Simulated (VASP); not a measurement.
The system is ZnS (Wurtzite-4H).

```
Zn S
1.0
     3.82270    0.00000    0.00000
    -1.91135    3.31056    0.00000
     0.00000    0.00000   12.52000
Zn S
4 4
Direct
  0.66667 0.33333 0.75000
  0.33333 0.66667 0.25000
  0.00000 0.00000 0.50000
  0.00000 0.00000 0.00000
  0.66667 0.33333 0.93750
  0.33333 0.66667 0.43750
  0.00000 0.00000 0.68750
  0.00000 0.00000 0.18750
```

| Item | Value |
| --- | --- |
| Program | VASP 6.6.1 |
| Task | relaxation of cell and atoms |
| Functional | PBEsol |
| Dispersion | D4 |
| Potentials or basis | VASP PAW PBE potentials, release 64 (Zn, S) |
| Cutoff | 600 eV |
| k mesh | 8 × 8 × 3 |
| Occupations | fermi-dirac, width 0.05 eV |
| Spin | no spin polarisation |

At the start: pressure -3.2 GPa; volume 19.81 Å³/atom.

Problem. Where does the relaxation end?

Solution. Over 5 steps the energy falls by 9.8 meV/atom and the volume is 18.92 Å³/atom (-4.5 %); space group P6_3mc (No. 186, to 0.05 Å).

The path:
| step | energy change (eV) | largest force (eV/Å) | pressure (GPa) | volume (Å³) |
| --- | --- | --- | --- | --- |
| 1 | 0.0000 | 0.0392 | -3.22 | 158.44 |
| 2 | -0.0727 | 0.0201 | 1.06 | 149.50 |
| 3 | -0.0786 | 0.0249 | 0.02 | 151.25 |
| 4 | -0.0786 | 0.0252 | -0.05 | 151.39 |
| 5 | -0.0787 | 0.0091 | -0.02 | 151.39 |

Final structure:
```cif
data_structure
_symmetry_space_group_name_H-M 'P 1'
_symmetry_Int_Tables_number 1
_cell_length_a 3.7660
_cell_length_b 3.7660
_cell_length_c 12.3259
_cell_angle_alpha 90.000
_cell_angle_beta 90.000
_cell_angle_gamma 120.000
_cell_volume 151.39
loop_
_atom_site_label
_atom_site_type_symbol
_atom_site_fract_x
_atom_site_fract_y
_atom_site_fract_z
_atom_site_occupancy
Zn1 Zn 0.66667 0.33333 0.75003 1
Zn2 Zn 0.33333 0.66667 0.25003 1
Zn3 Zn 0.00000 0.00000 0.50011 1
Zn4 Zn 0.00000 0.00000 0.00011 1
S1 S 0.66667 0.33333 0.93757 1
S2 S 0.33333 0.66667 0.43757 1
S3 S 0.00000 0.00000 0.68729 1
S4 S 0.00000 0.00000 0.18729 1
```

Caveat: the PAW data sets were made with another functional, which shifts forces and pressure a little.
